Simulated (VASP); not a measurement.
# Cs (I4/mmm) in VASP: reference runs, part 2 of 2

VASP 6.6.1. Earlier steps stand in the parts before.

## (3) Single point, PBE (cell strained at random at fixed volume)

The input, INCAR:

```
SYSTEM = Cs
  PREC = Accurate
  ENCUT = 520
  EDIFF = 1E-7
  ISMEAR = -1
  SIGMA = 0.05
  LREAL = .False.
  LASPH = .True.
  NELM = 100
  ALGO = Normal
  ISIF = 2
  LWAVE = .False.
  LCHARG = .True.
  GGA = PE
  LELF = .True.
  LVHAR = .True.
  NBANDS = 10
```

The input, KPOINTS:

```
Automatic mesh
0
Gamma
  7 7 7
  0 0 0
```

The input, POSCAR:

```
Cs
1.0
   -2.7973580000      2.7424810000      4.0811890000
    2.8049630000     -2.7377380000      4.0831100000
    2.7668210000      2.7072010000     -4.0780060000
Cs
1
Direct
    0.0039420000     -0.0002670000      0.0014820000
```

Potentials or basis: VASP PAW PBE potentials, release 64 (Cs_sv).

Launch:

```console
> cat potpaw_PBE.64/Cs_sv/POTCAR > POTCAR
> mpirun -np 1 vasp_std > vasp.out
```

OUTCAR:

```text
SYSTEM = Cs
   PREC = Accurate
   ENCUT = 520
   EDIFF = 1E-7
   ISMEAR = -1
   LREAL = .False.
   LASPH = .True.
   NELM = 100
   ISIF = 2
   GGA = PE

 ion  position               nearest neighbor table
   1  0.004  1.000  0.001-

  LATTYP: Found a triclinic cell.
 ALAT       =     9.5807421103
 B/A-ratio  =     0.5688252979
 C/A-ratio  =     0.5815697734
 COS(alpha) =     0.0110832146
 COS(beta)  =     0.2994556779
 COS(gamma) =     0.8569549342

  Lattice vectors:

 A1 = (  -2.8278950000,   8.1921630000,   4.0843720000)
 A2 = (  -0.0305370000,   5.4496820000,   0.0031830000)
 A3 = (  -5.5717840000,   0.0305370000,  -0.0051040000)

Analysis of symmetry for initial positions (statically):
=====================================================================
 Subroutine PRICEL returns:
 Original cell was already a primitive cell.

 Routine SETGRP: Setting up the symmetry group for a
 triclinic supercell.

 Subroutine GETGRP returns: Found  2 space group operations
 (whereof  1 operations were pure point group operations)
 out of a pool of  2 trial point group operations.

The static configuration has the point symmetry C_1 .
 The point group associated with its full space group is S_2 .

Analysis of symmetry for dynamics (positions and initial velocities):
=====================================================================
 Subroutine PRICEL returns:
 Original cell was already a primitive cell.

 Routine SETGRP: Setting up the symmetry group for a
 triclinic supercell.

 Subroutine GETGRP returns: Found  2 space group operations
 (whereof  1 operations were pure point group operations)
 out of a pool of  2 trial point group operations.

The dynamic configuration has the point symmetry C_1 .
 The point group associated with its full space group is S_2 .

 Subroutine INISYM returns: Found  2 space group operations
 (whereof  1 operations are pure point group operations),
 and found     1 'primitive' translations

----------------------------------------------------------------------------------------

                                     Primitive cell

  volume of cell :     123.9483

  direct lattice vectors                    reciprocal lattice vectors
    -2.797358000  2.742481000  4.081189000     0.000893215  0.183430474  0.122377095
     2.804963000 -2.737738000  4.083110000     0.179368799  0.000933642  0.122316867
     2.766821000  2.707201000 -4.078006000     0.180487208  0.184508456 -0.000275312

  length of vectors
     5.657076760  5.659930570  5.622665617     0.220507800  0.217107010  0.258106720

  position of ions in fractional coordinates (direct lattice)
     0.003942000  0.999733000  0.001482000

  ion indices of the primitive-cell ions
   primitive index   ion index
                 1           1

----------------------------------------------------------------------------------------

 KPOINTS: Automatic mesh

Automatic generation of k-mesh.
 Grid dimensions read from file:
 generate k-points for:    7    7    7

 Generating k-lattice:

  Cartesian coordinates                     Fractional coordinates (reciprocal lattice)
     0.000127602  0.026204353  0.017482442     0.142857143 -0.000000000  0.000000000
     0.025624114  0.000133377  0.017473838     0.000000000  0.142857143  0.000000000
     0.025783887  0.026358351 -0.000039330    -0.000000000 -0.000000000  0.142857143

  Length of vectors
     0.031501114  0.031015287  0.036872389

  Shift w.r.t. Gamma in fractional coordinates (k-lattice)
     0.000000000  0.000000000  0.000000000

 Subroutine IBZKPT returns following result:
 ===========================================

 Found    172 irreducible k-points:

 Following reciprocal coordinates:
            Coordinates               Weight
  0.000000  0.000000  0.000000      1.000000
  0.142857 -0.000000 -0.000000      2.000000
  0.285714 -0.000000 -0.000000      2.000000
  0.428571 -0.000000 -0.000000      2.000000
 -0.000000  0.142857 -0.000000      2.000000
  0.142857  0.142857 -0.000000      2.000000
[... 16 lines left out ...]
 -0.428571  0.428571 -0.000000      2.000000
 -0.285714  0.428571  0.000000      2.000000
 [... further k-points ...]
   k-points           NKPTS =    172   k-points in BZ     NKDIM =    172   number of bands    NBANDS=     10
   number of dos      NEDOS =    301   number of ions     NIONS =      1
   total plane-waves  NPLWV =  74088
   dimension x,y,z NGX =    42 NGY =   42 NGZ =   42
   dimension x,y,z NGXF=    84 NGYF=   84 NGZF=   84
   ions per type =               1
   NGX,Y,Z   is equivalent  to a cutoff of  12.34, 12.34, 12.42 a.u.
   NGXF,Y,Z  is equivalent  to a cutoff of  24.69, 24.67, 24.84 a.u.
 SYSTEM =  Cs
   PREC   = accura    normal or accurate (medium, high low for compatibility)
   ISTART =      0    job   : 0-new  1-cont  2-samecut
   ICHARG =      2    charge: 1-file 2-atom 10-const
   ISPIN  =      1    spin polarized calculation?
   LNONCOLLINEAR =      F non collinear calculations
   LSORBIT =      F    spin-orbit coupling
   LASPH  =      T    aspherical Exc in radial PAW
   ENCUT  =  520.0 eV  38.22 Ry    6.18 a.u.  10.52 10.52 10.45*2*pi/ulx,y,z
   NELM   =    100;   NELMIN=  2; NELMDL= -5     # of ELM steps
   EDIFF  = 0.1E-06   stopping-criterion for ELM
   LREAL  =      F    real-space projection
   EDIFFG = 0.1E-05   stopping-criterion for IOM
   NSW    =      0    number of steps for IOM
   IBRION =     -1    ionic relax: 0-MD 1-quasi-New 2-CG
   NFREE  =      0    steps in history (QN), initial steepest desc. (CG)
   ISIF   =      2    stress and relaxation
   ISYM   =      2    0-nonsym 1-usesym 2-fastsym
   POTIM  = 0.5000    time-step for ionic-motion
   TEBEG  =    0.0;   TEEND  =   0.0 temperature during run
   PSTRESS=    0.0 pullay stress
   NELECT =       9.0000    total number of electrons
   NUPDOWN=      -1.0000    fix difference up-down
   EMIN   =  10.00;   EMAX   =-10.00  energy-range for DOS
   EFERMI =   0.00;   METHOD = LEGACY
   ISMEAR =    -1;   SIGMA  =   0.05  broadening in eV -4-tet -1-fermi 0-gaus
   EFERMI_NEDOS =   21; number of points for ismear=-14 and -15
   IALGO  =     38    algorithm
   IMIX   =      4    mixing-type and parameters
     AMIX     =   0.40;   BMIX     =  1.00
     AMIX_MAG =   1.60;   BMIX_MAG =  1.00
  volume/ion in A,a.u.               =     123.95       836.44
  Fermi-wavevector in a.u.,A,eV,Ry     =   0.682981  1.290648  6.346621  0.466464
  Thomas-Fermi vector in A             =   1.762213
   LORBIT       =      0    0 simple, 1 ext, 2 COOP (PROOUT), +10 PAW based schemes
   GGA     = PE    functional components
   LHFCALC =     F    Hartree Fock is set to
   AEXX    =    0.0000 exact exchange contribution
   IVDW    =     0    specifies the selected vdW correction
   LEPSILON=     F    determine dielectric tensor
   LRPA    =     F    only Hartree local field effects (RPA)
 non-spin polarized calculation
  energy-cutoff  :      520.00
  volume of cell :      123.95
 maximum number of plane-waves:      3355
 NGX is ok and might be reduce to    42
   NGX = 21   NGY = 21   NGZ = 21

 number of electron       9.0000000 magnetization

 Free energy of the ion-electron system (eV)
  ---------------------------------------------------
  ext. energy  EPLUGINS =         0.00000000
  ---------------------------------------------------
  free energy    TOTEN  =        -0.85866454 eV

  energy without entropy =       -0.85177228  energy(sigma->0) =       -0.85521841

 E-fermi :   0.3079     XC(G=0):  -5.2222

 val. band max:        0.2263718048   @ k =   0.0000  -0.1429   0.4286
 cond. band min:       0.3607874756   @ k =  -0.4286  -0.4286   0.4286
 fundamental gap:      0.1344156708
 Fermi energy:         0.3079118441

 k-point     1 :       0.0000    0.0000    0.0000
  band No.  band energies     occupation
      1     -23.6261      2.00000
      2     -10.3811      2.00000
      3     -10.3807      2.00000
      4     -10.3779      2.00000
      5      -1.3292      2.00000
      6       2.5853      0.00000
      7       2.6679      0.00000
      8       2.7977      0.00000
      9       3.5390      0.00000
     10       3.8270      0.00000
[... 287 lines left out ...]
 k-point    24 :      -0.2857    0.4286    0.0000
  band No.  band energies     occupation
      1     -23.6214      2.00000
      2     -10.4602      2.00000
      3     -10.4193      2.00000
      4     -10.4082      2.00000
      5       0.1815      1.85214
      6       1.4589      0.00000
      7       1.8835      0.00000
      8       3.2025      0.00000
      9       3.5131      0.00000
     10       4.3747      0.00000

 [... further k-points ...]

------------------------ aborting loop because EDIFF is reached ----------------------------------------

  FORCE on cell =-STRESS in cart. coord.  units (eV):
  Direction    XX          YY          ZZ          XY          YZ          ZX
  --------------------------------------------------------------------------------------
  -------------------------------------------------------------------------------------
  Total       -0.1039661     -0.0412993     -0.1169501      0.0022564     -0.0014241     -0.0021267
  in kB       -1.3438847     -0.5338415     -1.5117180      0.0291666     -0.0184086     -0.0274907
  external PRESSURE =      -1.1298147 kB  Pullay stress =       0.0000000 kB

 VOLUME and BASIS-vectors are now :
 -----------------------------------------------------------------------------
  energy-cutoff  :      520.00
  volume of cell :      123.95
      direct lattice vectors                 reciprocal lattice vectors
    -2.797358000  2.742481000  4.081189000     0.000893215  0.183430474  0.122377095
     2.804963000 -2.737738000  4.083110000     0.179368799  0.000933642  0.122316867
     2.766821000  2.707201000 -4.078006000     0.180487208  0.184508456 -0.000275312

 POSITION                                       TOTAL-FORCE (eV/Angst)
 -----------------------------------------------------------------------------------
      2.79729     -2.72218      4.09206         0.000000      0.000000      0.000000
 -----------------------------------------------------------------------------------
    total drift:                               -0.000001     -0.000004      0.000001

  FREE ENERGIE OF THE ION-ELECTRON SYSTEM (eV)
  ---------------------------------------------------
  free  energy   TOTEN  =        -0.8586645387 eV

  energy  without entropy=       -0.8517722791  energy(sigma->0) =       -0.85521841
```

stdout:

```text
POSCAR found type information on POSCAR Cs
 POSCAR found :  1 types and       1 ions
 scaLAPACK will be used
 LDA part: xc-table for (Slater+PW92), standard interpolation
 POSCAR, INCAR and KPOINTS ok, starting setup
 FFT: planning ... GRIDC
 FFT: planning ... GRID_SOFT
 FFT: planning ... GRID
 WAVECAR not read
 entering main loop
```

Wall time 4.5 min (1 thread of AMD EPYC 7R43 (Zen 3), shared host); peak memory 0.34 GiB.

What came out:

```
Free energy            : -0.8587 eV
Pressure               : -0.1 GPa
Band gap on the k mesh : none (metal or under the smearing width)
```

The run has no spin-orbit coupling, so splittings on Cs are missing.
